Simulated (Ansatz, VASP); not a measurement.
## Cross-check of TiSn between VASP and Ansatz

One calculation is typed for both programs; each brings its own data sets. How far apart do they land? The cell is generated by rule, not measured, and may not be a known phase. The cell is taken from a series of runs on this material, whose earlier steps may have relaxed, scaled, displaced or heated it; both programs get it as it stands.

Program: Ansatz 0.2.0. Level of theory: plane waves, with VASP 6.6.1 beside it; PBEsol. Results are calculated unless marked as measured.

The structure was built from a prototype and need not be the compound's stable phase.

### Step 1. Starting point

It takes space group I-42m (No. 121, tetragonal). The conventional cell has a = 6.223 Å, b = 6.223 Å, c = 12.446 Å, α = 90.00°, β = 90.00°, γ = 90.00°. Ti has 4 Sn at 2.73 to 2.80 Å nearest. Nearest to Sn lie 4 Ti at 2.73 Å. Nearest to Sn lie 4 Ti at 2.79 to 2.80 Å. Farther neighbours are not listed.

### Step 2. VASP: single point, PBEsol, pair 1

A single point takes one fixed geometry, so differences don't come from the geometry; what else differs is listed under the comparison.

Lines of VASP's logs that name or quote its potential files are left out, and so is its time.

INCAR reads:

```
SYSTEM = TiSn
PREC = Accurate
ENCUT = 500
EDIFF = 1E-06
NELM = 120
ISMEAR = 0
SIGMA = 0.01
LREAL = .FALSE.
ALGO = Normal
GGA = PS
NBANDS = 64
LASPH = .TRUE.
LORBIT = 11
LWAVE = .FALSE.
LCHARG = .FALSE.
ISIF = 2
GGA_COMPAT = .FALSE.
KPAR = 2
```

POSCAR reads:

```
TiSn
1.0
    0.0000000000      0.0000000000     -6.2229415338
    6.2229415338      0.0000000000      0.0000000000
    3.1114707669     -6.2229415338     -3.1114707669
Ti Sn
4 4
Direct
    0.7008384705      0.2008384705      0.5000000000
    0.2991615295      0.7991615295      0.5000000000
    0.5491615295      0.4508384705      0.0000000000
    0.9508384705      0.0491615295      0.0000000000
    0.6250000000      0.6250000000      0.2500000000
    0.1250000000      0.1250000000      0.2500000000
    0.3267912874      0.8267912874      0.8464174252
    0.9232087126      0.4232087126      0.6535825748
```

KPOINTS reads:

```
Automatic mesh
0
Gamma
6 6 6
0 0 0
```

Potentials, in the order of the species: Ti_sv and Sn_d (PBE family, release 64).

Command:

```bash
> mpirun -np 2 vasp_std
```

Numbers of over 12 decimals in the logs are rounded to 6 here.

The program printed:

```text
[banner, memory and clock lines left out]
running    2 mpi-ranks, on    1 nodes
 distrk:  each k-point on    1 cores,    2 groups
 distr:  one band on    1 cores,    1 groups

 POSCAR found type information on POSCAR TiSn
 POSCAR found :  2 types and       8 ions
|                                                                             |
|               ----> ADVICE to this user running VASP <----                  |
|                                                                             |
|     You enforced a specific xc type in the INCAR file but a different       |
|     [... a line on the potential file left out ...]
|     I HOPE YOU KNOW WHAT YOU ARE DOING!                                     |
|                                                                             |

 LDA part: xc-table for (Slater+PW92), standard interpolation
 POSCAR, INCAR and KPOINTS ok, starting setup
 FFT: planning ... GRIDC
 FFT: planning ... GRID_SOFT
 FFT: planning ... GRID
 WAVECAR not read
 entering main loop
       N       E                     dE             d eps       ncg     rms          rms(c)
DAV:   1     0.131008555787E+04    0.13101E+04   -0.49561E+04  3936   0.211E+03
DAV:   2     0.168423157050E+03   -0.11417E+04   -0.11233E+04  3840   0.649E+02
DAV:   3    -0.279878656310E+02   -0.19641E+03   -0.19068E+03  4848   0.230E+02
DAV:   4    -0.519532162819E+02   -0.23965E+02   -0.23638E+02  5640   0.695E+01
DAV:   5    -0.542429982371E+02   -0.22898E+01   -0.22858E+01  5720   0.165E+01    0.197E+01
DAV:   6    -0.490298477120E+02    0.52132E+01   -0.16498E+02  5152   0.402E+01    0.172E+01
DAV:   7    -0.444534971161E+02    0.45764E+01   -0.58140E+01  4920   0.262E+01    0.505E+00
DAV:   8    -0.443169641077E+02    0.13653E+00   -0.29471E+00  4752   0.678E+00    0.208E+00
DAV:   9    -0.443600310265E+02   -0.43067E-01   -0.92937E-01  5584   0.295E+00    0.184E+00
DAV:  10    -0.443406362533E+02    0.19395E-01   -0.47589E-01  5224   0.266E+00    0.491E-01
DAV:  11    -0.443363422138E+02    0.42940E-02   -0.52244E-02  5136   0.106E+00    0.672E-02
DAV:  12    -0.443365584487E+02   -0.21623E-03   -0.29759E-03  5824   0.249E-01    0.813E-02
DAV:  13    -0.443365129036E+02    0.45545E-04   -0.28542E-04  5352   0.110E-01    0.302E-02
DAV:  14    -0.443365041902E+02    0.87134E-05   -0.70245E-05  5440   0.359E-02    0.951E-03
DAV:  15    -0.443365045333E+02   -0.34301E-06   -0.58410E-06  4248   0.128E-02
   1 F= -.44336505E+02 E0= -.44336306E+02  d E =-.396688E-03
```

From OUTCAR (step 2):

```text
ion  position               nearest neighbor table
   1  0.701  0.201  0.500-   5 2.73   6 2.73   7 2.79   8 2.80
   2  0.299  0.799  0.500-   5 2.73   6 2.73   7 2.79   8 2.80
   3  0.549  0.451  0.000-   5 2.73   6 2.73   8 2.79   7 2.80
   4  0.951  0.049  0.000-   5 2.73   6 2.73   8 2.79   7 2.80
   5  0.625  0.625  0.250-   1 2.73   2 2.73   3 2.73   4 2.73
   6  0.125  0.125  0.250-   1 2.73   2 2.73   3 2.73   4 2.73
   7  0.327  0.827  0.846-   1 2.79   2 2.79   3 2.80   4 2.80
   8  0.923  0.423  0.654-   3 2.79   4 2.79   1 2.80   2 2.80

  LATTYP: Found a body centered tetragonal cell.
 ALAT       =     6.2229415338
 C/A-ratio  =     2.0000000000

 Subroutine GETGRP returns: Found  8 space group operations
 (whereof  2 operations were pure point group operations)

The static configuration has the point symmetry C_1h.
 The point group associated with its full space group is D_2d.

 Found     30 irreducible k-points:

   k-points           NKPTS =     30   k-points in BZ     NKDIM =     30   number of bands    NBANDS=     64

   dimension x,y,z NGX =    48 NGY =   48 NGZ =   56
   dimension x,y,z NGXF=    96 NGYF=   96 NGZF=  112

   ENCUT  =  500.0 eV  36.75 Ry    6.06 a.u.  11.35 11.35 13.90*2*pi/ulx,y,z

   NELECT =     104.0000    total number of electrons

 k-points in reciprocal lattice and weights: Automatic mesh
   0.00000000  0.00000000  0.00000000       0.005
   0.16666667  0.00000000  0.00000000       0.037
   0.33333333  0.00000000  0.00000000       0.037
   0.50000000  0.00000000  0.00000000       0.019
   0.16666667  0.16666667  0.00000000       0.037
   0.33333333  0.16666667  0.00000000       0.074
   0.50000000  0.16666667  0.00000000       0.074
  -0.33333333  0.16666667  0.00000000       0.074
  -0.16666667  0.16666667  0.00000000       0.019
[...]
-0.16666667 -0.16666667  0.33333333       0.019
   0.00000000  0.00000000  0.50000000       0.005

 average (electrostatic) potential at core
       1 -76.5595       2 -76.5595       3 -76.5595       4 -76.5595       5-101.1561
       6-101.1561       7-101.1942       8-101.1942

 E-fermi :   4.5532

 k-point     1 :       0.0000    0.0000    0.0000
  band No.  band energies     occupation
    ...
     49       3.8367      2.00000
     50       3.8805      2.00000
     51       4.1235      2.00000
     52       4.1235      2.00000
     53       4.2788      2.00000
     54       4.7883      0.00000
     55       4.8110      0.00000
     56       5.2665      0.00000
     57       5.3542      0.00000
     58       5.3735      0.00000
    ...

 k-point     2 :       0.1667    0.0000    0.0000
  band No.  band energies     occupation
    ...
     49       3.9246      2.00000
     50       4.0461      2.00000
     51       4.1117      2.00000
     52       4.2825      2.00000
     53       4.3824      2.00000
     54       4.8021      0.00000
     55       4.8694      0.00000
     56       5.2345      0.00000
     57       5.2508      0.00000
     58       5.2692      0.00000
    ...

 k-point     3 :       0.3333    0.0000    0.0000
  band No.  band energies     occupation
    ...
     47       3.4484      2.00000
     48       3.8510      2.00000
     49       4.0122      2.00000
     50       4.0692      2.00000
     51       4.2005      2.00000
     52       4.5610      0.27157
     53       4.5844      0.00001
     54       4.7889      0.00000
     55       5.0265      0.00000
     56       5.0763      0.00000
    ...

  Total       -6.3000196     -4.8283254     -6.3000196      0.0000000      0.0000000      0.0000000
  in kB      -41.8856559    -32.1011025    -41.8856559      0.0000000      0.0000000      0.0000000
  external PRESSURE =     -38.6241381 kB  Pullay stress =       0.0000000 kB

  energy-cutoff  :      500.00
  volume of cell :      240.98
      direct lattice vectors                 reciprocal lattice vectors
     0.000000000  0.000000000 -6.222941534     0.000000000  0.080347854 -0.160695709
     6.222941534  0.000000000  0.000000000     0.160695709  0.080347854  0.000000000
     3.111470767 -6.222941534 -3.111470767     0.000000000 -0.160695709  0.000000000

 POSITION                                       TOTAL-FORCE (eV/Angst)
 -----------------------------------------------------------------------------------
      2.80554     -3.11147     -5.91701        -0.095231     -0.190429      0.095231
      6.52887     -3.11147     -3.41740         0.095231     -0.190429     -0.095231
      2.80554      0.00000     -3.41740        -0.095231      0.190429     -0.095231
      0.30593      0.00000     -5.91701         0.095231      0.190429      0.095231
      4.66721     -1.55574     -4.66721        -0.000000      0.000000      0.000000
      1.55574     -1.55574     -1.55574         0.000000      0.000000      0.000000
      7.77868     -5.26721     -4.66721         0.000000     -0.429459     -0.000000
      4.66721     -4.06721     -7.77868        -0.000000      0.429459      0.000000
 -----------------------------------------------------------------------------------
    total drift:                                0.000017     -0.000012     -0.000017

  FREE ENERGIE OF THE ION-ELECTRON SYSTEM (eV)
  ---------------------------------------------------
  free  energy   TOTEN  =       -44.3365045333 eV

  energy  without entropy=      -44.3361078449  energy(sigma->0) =      -44.33630619

 total charge
# of ion       s       p       d       tot
------------------------------------------
    1        2.186   6.054   1.868  10.108
    2        2.186   6.054   1.868  10.108
    3        2.186   6.054   1.868  10.108
    4        2.186   6.054   1.868  10.108
    5        1.194   1.328   9.939  12.461
    6        1.194   1.328   9.939  12.461
    7        1.192   1.255   9.942  12.389
    8        1.192   1.255   9.942  12.389
--------------------------------------------------
tot         13.516  29.381  47.234  90.131

[... 3 further parts left out ...]
```

The run ends at a pressure of -3.86 GPa, with forces up to 0.43 eV/Å.

### Step 3. Ansatz: single point, PBEsol, pair 1

Ansatz runs on its default PAW (the set named soft_2) files.

The same cell, functional, mesh and smearing now go to Ansatz, which takes its cutoff from its data sets.

input.yaml reads:

```yaml
crystal:
  lattice:
    - [0.0, 0.0, -6.2229415338]
    - [6.2229415338, 0.0, 0.0]
    - [3.1114707669, -6.2229415338, -3.1114707669]
  atoms:
    - { symbol: Ti, position: [0.7008384705, 0.2008384705, 0.5] }
    - { symbol: Ti, position: [0.2991615295, 0.7991615295, 0.5] }
    - { symbol: Ti, position: [0.5491615295, 0.4508384705, 0.0] }
    - { symbol: Ti, position: [-0.0491615295, 0.0491615295, 0.0] }
    - { symbol: Sn, position: [0.625, 0.625, 0.25] }
    - { symbol: Sn, position: [0.125, 0.125, 0.25] }
    - { symbol: Sn, position: [0.3267912874, 0.8267912874, 0.8464174252] }
    - { symbol: Sn, position: [0.9232087126, 0.4232087126, 0.6535825748] }
kpoints:
  mp_grid: { grid: [6, 6, 6] }
hamiltonian:
  xc: pbesol
scf:
  occupations: { method: gaussian, width: 0.01 }
output:
  forces: true
  stress: true
  eigenvalues: true
```

Command:

```bash
> ansatz run input.yaml --threads 4 --pin off --max-ram 7168MiB --backend cpu --events-out ev --progress --plain --runs-dir out
```

The program printed:

```text
Engine: ansatz 0.2.0, aarch64-unknown-linux-gnu
Pseudopotentials: kind: paw
Pseudopotential: Ti, paw, valence charge 12, recommended cutoff 420 eV (normal), Ti.paw.azcp
Pseudopotential: Sn, paw, valence charge 14, recommended cutoff 420 eV (normal), Sn.paw.azcp
Functional definition: PBEsol
  exchange = pbesol_x
  correlation = pbesol_c
Crystal: 8 atoms, lattice volume = 240.983 Å³
Basis set: ecut = 420 eV, 4757 PW (Γ), exchange–correlation on 90×90×108 points (8 copies of the dense FFT grid, shifted against one another)
Bands: 63, of which v1, the nominal top of the filled ones, is band 52 counted from 1 (51 counted from 0)
Symmetry: 8 space group operations
Space group: I-42m (ITA 121), of the structure as read, at distance tolerance 6.2e-5 Å
k-points: 30 of 216 (time reversal used)
Non-local potential: Ti, projectors of the file, l = 0: 3, l = 1: 2, l = 2: 3, l = 3: 1
Non-local potential: Sn, projectors of the file, l = 0: 2, l = 1: 2, l = 2: 2, l = 3: 2
PAW form: soft (Blöchl's): semilocal exchange-correlation on the pseudo side does not see the compensation charge
PAW frozen core: Ti, regenerated for the run's functional, and the local potential with it (the file was generated under x = pbe(κ = 0.804, μ = 0.219515), c = pbe(β = 0.066725))
PAW frozen core: Sn, regenerated for the run's functional, and the local potential with it (the file was generated under x = pbe(κ = 0.804, μ = 0.219515), c = pbe(β = 0.066725))
PAW one-centre angular grid: Ti, 590 points (default); XC on 64 Gauss nodes
PAW one-centre angular grid: Sn, 590 points (default); XC on 64 Gauss nodes
Initial density: superposition of atomic densities (neutral atoms: chi_scale 0, normalization atom), corrected by the library's trained network
Initial wavefunctions: pseudopotential atomic-orbital guess
Functional: x = pbesol(κ = 0.804, μ = 0.123457), c = pbesol(β = 0.046)
SCF iter   1: F=—  HF=-33688.682989 eV  |F-HF|=—  |Δ(HF+E_count)|=         —  Δρ=9.53e-3  dr2=3.42e-1  ethr=1.77e-3  ⟨swp⟩=7.0  Hψ=8042  notcnv=0
preconditioner: auto → Resta (q_TF=auto, 2.372 Å⁻¹)  ε∞=16.4  [insulator: Δε(μ)=0.013 eV  Ē_g=3.443 eV  σ=0.010 eV  W_gap=0.60  n_scr=60 (ndim 8)  ℏωp=13.5 eV  f_vac=0.000  D(μ)=8.63/eV (n_scr^D=68)  ε∞_Penn≈16.4]
SCF iter   2: F=—  HF=-33688.638835 eV  |F-HF|=—  |Δ(HF+E_count)|=   4.42e-2  Δρ=2.51e-3  dr2=1.83e-2  ethr=3.28e-4  ⟨swp⟩=3.0  Hψ=2698  notcnv=0  defer=91
preconditioner: auto → Kerker (q_TF=auto, 2.372 Å⁻¹)  [metal: Δε(μ)=0.009 eV  Ē_g=3.361 eV  σ=0.010 eV  W_gap=0.41  n_scr=60 (ndim 8)  ℏωp=13.5 eV  f_vac=0.000  D(μ)=7.34/eV (n_scr^D=60)]
SCF iter   3: F=—  HF=-33688.636824 eV  |F-HF|=—  |Δ(HF+E_count)|=   2.01e-3  Δρ=1.25e-3  dr2=5.79e-3  ethr=1.76e-5  ⟨swp⟩=2.1  Hψ=2404  notcnv=0  defer=91
SCF iter   4: F=—  HF=-33688.636032 eV  |F-HF|=—  |Δ(HF+E_count)|=   7.92e-4  Δρ=2.72e-4  dr2=4.03e-4  ethr=5.56e-6  ⟨swp⟩=2.1  Hψ=2500  notcnv=0  defer=91
SCF iter   5: F=—  HF=-33688.635980 eV  |F-HF|=—  |Δ(HF+E_count)|=   5.15e-5  Δρ=9.89e-5  dr2=3.44e-5  ethr=3.87e-7  ⟨swp⟩=2.0  Hψ=2225  notcnv=0  defer=91
SCF iter   6: F=—  HF=-33688.635930 eV  |F-HF|=—  |Δ(HF+E_count)|=   5.08e-5  Δρ=2.53e-5  dr2=3.45e-6  ethr=3.31e-8  ⟨swp⟩=2.0  Hψ=2273  notcnv=0  defer=91
SCF iter   7: F=—  HF=-33688.635930 eV  |F-HF|=—  |Δ(HF+E_count)|=   1.20e-8  Δρ=1.28e-5  dr2=8.90e-7  ethr=3.31e-9  ⟨swp⟩=2.0  Hψ=2734  notcnv=0  defer=91
SCF iter   8: F=—  HF=-33688.635930 eV  |F-HF|=—  |Δ(HF+E_count)|=   4.79e-8  Δρ=4.68e-6  dr2=1.29e-7  ethr=8.56e-10  ⟨swp⟩=2.0  Hψ=2270  notcnv=0  defer=91
SCF iter   9: F=-33688.635930 eV  HF=-33688.635930 eV  |F-HF|=6.37e-9  |Δ(HF+E_count)|=   6.78e-9  Δρ=1.75e-6  dr2=1.12e-8  ethr=9.62e-11  ⟨swp⟩=10.8  Hψ=6673  notcnv=0
SCF 1 converged in 9 iterations: F = -33688.635930 eV  dr2 = 1.12e-8
  greatest PAW one-centre occupation: 0.999 electrons in one spin orbital (limit 2), on the Ti atom at site 3 (counted from 0), in its partial waves of l = 0
SCF converged after 9 iterations
Free energy (F): -33688.635930 eV
Harris-Foulkes:  -33688.635930 eV  (|F-HF|=6.37e-9)
Internal energy: -33688.635531 eV  (E = F + TS)
E sigma→0 (E₀):  -33688.635730 eV
Entropy (-TS):   -0.000399 eV (-0.050 meV/atom)
Fermi energy:    7.234369 eV
--- Per-component energies (eV) ---
  E_band       = -1403.058976
  E_kinetic    = 1825.523404
  E_local      = -9080.648999  (includes V_loc(G=0)·N_el)
  E_nonlocal   = -76.454053
  E_hartree    = 4447.634594
  E_xc         = -1893.119479
  E_vxc        = -859.906217  (∫ρ·V_xc dr)
  E_paw        = -20354.099231  (= ΣΔE_a)
  E_vpaw       = -2106.844307  (= ΣTr[D̂ρ^β])
  E_aug_tail   = 0.000454  (compensation charges beyond the density's cutoff)
  E_ewald      = -8559.169117
  E_core_change = 1.696896  (= ΣΔE_core)
  E_smearing   = -0.000399  (= −TS)
  E_closure    = -0.000000  (closes the sum)
  Σ components = -33688.635930   (vs F -33688.635930, Δ=0.00e0)
--- Forces (eV/Å), atoms counted from 1 ---
  atom   1  Ti    -0.09667303    -0.19112008     0.09667303
  atom   2  Ti     0.09667303    -0.19112008    -0.09667303
  atom   3  Ti    -0.09667303     0.19112008    -0.09667303
  atom   4  Ti     0.09667303     0.19112008     0.09667303
  atom   5  Sn     0.00000000     0.00000000     0.00000000
  atom   6  Sn    -0.00000000     0.00000000     0.00000000
  atom   7  Sn    -0.00000000    -0.42822577     0.00000000
  atom   8  Sn    -0.00000000     0.42822577    -0.00000000
  max |Σ_I F_I| component: 1.40e-17 eV/Å
--- Stress (GPa, compression-positive) ---
       -4.160797       0.000000       0.000000
        0.000000      -3.187300       0.000000
        0.000000       0.000000      -4.160797
  P = ⅓ Tr σ = -3.8363 GPa (-38.363 kbar)
--- Band table (eV; the first three rows and the last of 30) ---
  k-point 0: bands = [... 48 lower, 6.5170, 6.5602, 6.8047, 6.8047, 6.9589, 7.4712, 7.4917, 7.9494, ... 7 higher]
  k-point 1: bands = [... 48 lower, 6.5870, 6.6163, 6.9164, 6.9164, 6.9733, 7.4259, 7.5123, 7.9022, ... 7 higher]
  k-point 2: bands = [... 48 lower, 6.7689, 6.7689, 6.9836, 7.3218, 7.3218, 7.3225, 7.5688, 7.8037, ... 7 higher]
  k-point 29: bands = [... 48 lower, 6.7446, 6.8575, 6.8606, 6.9163, 7.6472, 7.7224, 7.7865, 8.0030, ... 7 higher]
```

The run ends at a pressure of -3.84 GPa, with forces up to 0.43 eV/Å.

### Step 4. Comparison

Known differences besides the potentials themselves: the cutoff is 420 eV in Ansatz and 500 eV in VASP; Ansatz makes its cores anew for this functional, VASP keeps those of its PBE data sets. Total energies have different zeros and are not compared.

The two programs side by side:

```tsv
quantity	Ansatz	VASP	difference
pressure (GPa)	-3.84	-3.86	+0.03
```

Forces (eV/Å; atoms numbered as in POSCAR):

```tsv
atom	Ansatz x, y, z	VASP x, y, z
Ti1	-0.097, -0.191, 0.097	-0.095, -0.190, 0.095
Ti2	0.097, -0.191, -0.097	0.095, -0.190, -0.095
Ti3	-0.097, 0.191, -0.097	-0.095, 0.190, -0.095
Ti4	0.097, 0.191, 0.097	0.095, 0.190, 0.095
Sn5	0.000, 0.000, 0.000	0.000, 0.000, 0.000
Sn6	0.000, 0.000, 0.000	0.000, 0.000, 0.000
Sn7	0.000, -0.428, 0.000	0.000, -0.429, 0.000
Sn8	0.000, 0.428, 0.000	0.000, 0.429, 0.000
```

The forces differ by 0.9 meV/Å r.m.s., which is 0.6 % of the r.m.s. force of 0.156 eV/Å (both taken over all components).

### Step 5. Ansatz: single point, PBEsol, pair 2

With cell and atoms fixed, the geometry can't cause a difference; cores, projectors, grids and the points listed under the comparison can.

The cell is taken from a series of runs on this material, whose earlier steps may have relaxed, scaled, displaced or heated it; both programs get it as it stands.

input.yaml reads:

```yaml
crystal:
  lattice:
    - [0.0, -3.1114707669, -3.1114707669]
    - [6.2229415338, 3.1114707669, -3.1114707669]
    - [3.1114707669, -6.2229415338, 3.1114707669]
  atoms:
    - { symbol: Ti, position: [0.75, 0.75, 0.5] }
    - { symbol: Ti, position: [0.5, 0.5, 0.0] }
    - { symbol: Ti, position: [0.25, 0.25, 0.5] }
    - { symbol: Ti, position: [0.0, 0.0, 0.0] }
    - { symbol: Sn, position: [0.1875, 0.9375, 0.625] }
    - { symbol: Sn, position: [0.9375, 0.6875, 0.125] }
    - { symbol: Sn, position: [0.6875, 0.4375, 0.625] }
    - { symbol: Sn, position: [0.4375, 0.1875, 0.125] }
kpoints:
  mp_grid: { grid: [8, 4, 8] }
hamiltonian:
  xc: pbesol
scf:
  occupations: { method: gaussian, width: 0.01 }
output:
  forces: true
  stress: true
  eigenvalues: true
```

The program printed:

```text
[...]
Crystal: 8 atoms, lattice volume = 240.983 Å³
Basis set: ecut = 420 eV, 4757 PW (Γ), exchange–correlation on 60×108×108 points (8 copies of the dense FFT grid, shifted against one another)
Bands: 63, of which v1, the nominal top of the filled ones, is band 52 counted from 1 (51 counted from 0)
Symmetry: 8 space group operations
[...]
k-point 0: bands = [... 48 lower, 6.4364, 6.4365, 6.6431, 6.6431, 7.6171, 7.6171, 7.8534, 7.8534, ... 6 higher]
  k-point 1: bands = [... 48 lower, 6.4344, 6.4345, 6.5546, 6.7486, 7.4454, 7.7729, 7.8455, 7.8455, ... 6 higher]
  k-point 2: bands = [... 48 lower, 6.4258, 6.4893, 6.5827, 6.8577, 7.2947, 7.8266, 7.8267, 7.8870, ... 6 higher]
  k-point 77: bands = [... 48 lower, 6.5827, 6.5827, 6.8576, 6.8576, 7.2947, 7.2947, 7.8870, 7.8870, ... 6 higher]
[key lines of the parts left out:]
SCF converged after 7 iterations
Free energy (F): -33688.083290 eV
Fermi energy:    7.079138 eV
P = ⅓ Tr σ = 0.0090 GPa (0.090 kbar)
```

The run ends at a pressure of 0.01 GPa, with forces up to 8.8e-4 eV/Å.

[end of part 1 of 2]

[Lines on the potential files, build, host, timing and source positions are cut from VASP's logs without a mark.]

[Logs are printed without paths, hosts, clocks, repeated set-up lines and the standing remarks that a program may print on its own settings, such as how far it seeks lower states.]

[Hosts, paths, dates, database ids (printed as entryN), source tags and the programs' standing remarks are cut or masked in the printed files.]
